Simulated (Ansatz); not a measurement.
Planning a run of Ansatz 0.2.0 on Mg on the B site (charge -1) in BAs (32-atom cell). The input:

```yaml
crystal:
  lattice:
    - [-4.777, 4.777, -4.777]
    - [4.777, 4.777, 4.777]
    - [4.777, -4.777, -4.777]
  atoms:
    - { symbol: Mg, position: [0.0, 0.0, 0.0] }
    - { symbol: B, position: [0.2528055421, 0.5096253442, 0.2528055421] }
    - { symbol: B, position: [0.5, 0.0, 0.5] }
    - { symbol: B, position: [0.7431801979, 0.4903746558, 0.7431801979] }
    - { symbol: B, position: [0.7471944579, 0.2568198021, 0.0] }
    - { symbol: B, position: [0.0, 0.7471944579, 0.2568198021] }
    - { symbol: B, position: [0.2528055421, 0.2528055421, 0.5096253442] }
    - { symbol: B, position: [0.4903746558, 0.7431801979, 0.7431801979] }
    - { symbol: B, position: [0.5, 0.5, 0.0] }
    - { symbol: B, position: [0.7471944579, 0.0, 0.2568198021] }
    - { symbol: B, position: [0.0, 0.5, 0.5] }
    - { symbol: B, position: [0.2568198021, 0.0, 0.7471944579] }
    - { symbol: B, position: [0.2568198021, 0.7471944579, 0.0] }
    - { symbol: B, position: [0.5096253442, 0.2528055421, 0.2528055421] }
    - { symbol: B, position: [0.7431801979, 0.7431801979, 0.4903746558] }
    - { symbol: B, position: [0.0, 0.2568198021, 0.7471944579] }
    - { symbol: As, position: [0.0, 0.2826136872, 0.0] }
    - { symbol: As, position: [0.2534839349, 0.755880273, 0.2534839349] }
    - { symbol: As, position: [0.4976036619, 0.244119727, 0.4976036619] }
    - { symbol: As, position: [0.7173863128, 0.7173863128, 0.7173863128] }
    - { symbol: As, position: [0.7465160651, 0.5023963381, 0.0] }
    - { symbol: As, position: [0.0, 0.0, 0.2826136872] }
    - { symbol: As, position: [0.244119727, 0.4976036619, 0.4976036619] }
    - { symbol: As, position: [0.5023963381, 0.0, 0.7465160651] }
    - { symbol: As, position: [0.5023963381, 0.7465160651, 0.0] }
    - { symbol: As, position: [0.755880273, 0.2534839349, 0.2534839349] }
    - { symbol: As, position: [0.0, 0.7465160651, 0.5023963381] }
    - { symbol: As, position: [0.2534839349, 0.2534839349, 0.755880273] }
    - { symbol: As, position: [0.2826136872, 0.0, 0.0] }
    - { symbol: As, position: [0.4976036619, 0.4976036619, 0.244119727] }
    - { symbol: As, position: [0.7465160651, 0.0, 0.5023963381] }
    - { symbol: As, position: [0.0, 0.5023963381, 0.7465160651] }
total_charge: -1
kpoints:
  mp_grid: { grid: [2, 2, 2] }
hamiltonian:
  xc: hse06
  pseudopotentials: { kind: paw, azcp: { folder: soft_1 } }
scf:
  occupations: { method: fixed }
  n_extra_bands: 7
output:
  eigenvalues: true
  write_density: true
  write_potential: true
  elf: true
  volumetric_format: npy
```

```sh
ansatz run input.yaml --threads 4 --pin off --max-ram 17510MiB --backend cpu --events-out ev --progress --plain --runs-dir out
```

**Question.** Estimate wall time and host memory on 4 threads of Arm Neoverse V2, shared host.

It took 70 s; on shared hardware allow 35 s to 2.3 min. Peak host memory was 3.6 GiB. The sizes that set the cost: 8583 plane waves a state, 3 irreducible k points and 20 SCF cycles.

Exact exchange couples every pair of k points and filled bands, so it costs far more than a semilocal run.

[Paths, hosts, dates, memory and timing lines, banners, echoed tables and standing remarks are left out of the program output.]

[Logs are printed without paths, hosts, clocks, repeated set-up lines and the standing remarks that a program may print on its own settings, such as how far it seeks lower states.]

[Runs of the session that timed out or met a known fault of the program may be left out.]

[Cells called generated may have been cut or substituted from an entry of the Crystallography Open Database or the Materials Project.]

[Hosts, paths, dates, database ids (printed as entryN), source tags and the programs' standing remarks are cut or masked in the printed files.]
